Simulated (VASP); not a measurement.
Write the native input for VASP 6.6.1 that does the following.

- Task: single point
- Functional: PBEsol
- Potentials or basis: VASP PAW PBE potentials, release 64 (H)
- Cutoff: 520 eV
- k mesh: 1 × 1 × 1
- Occupations: fermi-dirac, width 0.05 eV
- Spin: no spin polarisation
- Dipole correction: no
- Further INCAR settings: LREAL = Auto; ALGO = Fast; EDIFF = 1e-06; NBANDS = 26

The structure of H lies in POSCAR:

```
H
1.0
    6.4633040000      0.0000000000      0.0000000000
    0.0000000000      6.4633040000      0.0000000000
    0.0000000000      0.0000000000      6.4633040000
H
20
Direct
    0.7224121214      0.7379643040      0.7685286732
    0.8020889663      0.7155325928      0.6852147172
    0.9686117046      0.8315695436      0.0714319324
    0.8615610465      0.8038074791      0.1099970396
    1.0211182663      0.2309638902      0.7246825960
    1.0135237549      0.1614336029      0.6305149205
    0.7215925018      0.4545208172      0.4418491588
    0.6770125644      0.3632968794      0.5005892059
    0.4172138717      0.7567639086      0.3058138967
    0.3454830257      0.8472649621      0.2857207588
    0.7985981067      0.0042022917      0.4258060619
    0.6867962002      0.0193370588      0.3935526976
    0.0319420256      0.6482576708      0.5045761194
    0.0251329227      0.6380628209      0.3878390183
    0.4020240131      0.9267455382      0.8050568742
    0.4099579306      0.9325105756      0.6882280337
    0.2280753632      0.0848565863      0.0225550449
    0.1724235223      0.1573059846      0.0963510124
    0.3401763821      0.3865659538      0.4061581709
    0.2708187097      0.3285117397      0.3316506677
```

The cell was built by a generator and needn't be a form met in nature.

These files were run (other wordings do the same):

INCAR

```
SYSTEM = H
PREC = Accurate
ENCUT = 520
EDIFF = 1E-6
ISMEAR = -1
SIGMA = 0.05
LREAL = Auto
LASPH = .TRUE.
NELM = 100
ALGO = Fast
ISIF = 2
LWAVE = .FALSE.
LCHARG = .FALSE.
GGA = PS
NBANDS = 26
```

KPOINTS

```
Automatic mesh
0
G
  1 1 1
  0 0 0
```

Potentials or basis: VASP PAW PBE potentials, release 64 (H).

Command:

```sh
$ cat potpaw_PBE.64/H/POTCAR > POTCAR
$ mpirun -np 1 vasp_gam > vasp.out
```

Results of the run:

| Property | Result |
| --- | --- |
| Pressure | 0.6 GPa |
| Largest force | 0.052 eV/Å |
| Band gap on the k mesh | 8.65 eV, direct |

Caveat: the PAW data sets were made with another functional, which shifts forces and pressure a little.

It took 10 s on 1 thread of Intel(R) Xeon(R) 6975P-C (Granite Rapids) (shared host), peak memory 0.28 GiB.
